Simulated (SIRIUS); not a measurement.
The system is SiC.

```
Si C
1.0
     2.97508    0.00000    0.00000
     0.00000    4.20842    0.00000
    -1.40385    0.00000    4.77498
Si C
2 2
Direct
  0.86244 0.25000 0.21333
  0.13756 0.75000 0.78667
  0.58702 0.25000 0.68406
  0.41298 0.75000 0.31594
```

The cell was built by a generator and needn't be a form met in nature.

- Program: SIRIUS 7.10.0
- Task: single point
- Functional: PBE
- Potentials or basis: PseudoDojo 0.4.1 PBE standard (scalar relativistic)
- Cutoff: 1127 eV
- Density cutoff: 4507 eV
- k mesh: 9 × 6 × 6
- Occupations: fermi-dirac, width 0.05 eV
- Spin: no spin polarisation

On this cell: pressure -25.5 GPa; largest force 0.815 eV/Å; band gap on the k mesh none (metal or under the smearing width).

The same run follows on a disturbed copy (atoms moved at random, drawn with an rms of 0.05 Å):

```
Si C
1.0
     2.97508    0.00000    0.00000
     0.00000    4.20842    0.00000
    -1.40385    0.00000    4.77498
Si C
2 2
Direct
  0.86253 0.24189 0.22950
  0.13164 0.74638 0.78977
  0.58477 0.24863 0.68191
  0.42879 0.74964 0.31818
```

**Question.** What changes?

**Answer.** The energy (extrapolated to zero smearing) moves by -9.6 meV/atom; pressure -25.5 GPa; largest force 0.929 eV/Å; band gap on the k mesh none (metal or under the smearing width).

Forces on the atoms (eV/Å):
```
Si  -0.237 -0.119  0.890
Si   0.025 -0.038 -0.524
C    0.079  0.023  0.454
C    0.133  0.135 -0.820
```

Stress tensor (GPa, compression positive):
```
-21.47   0.00  -0.56
  0.00 -29.05   0.12
 -0.56   0.12 -26.03
```

Caveats: so large a pressure means that the cell lies far from this level's equilibrium, or that cutoff or potentials fall short (some runs).
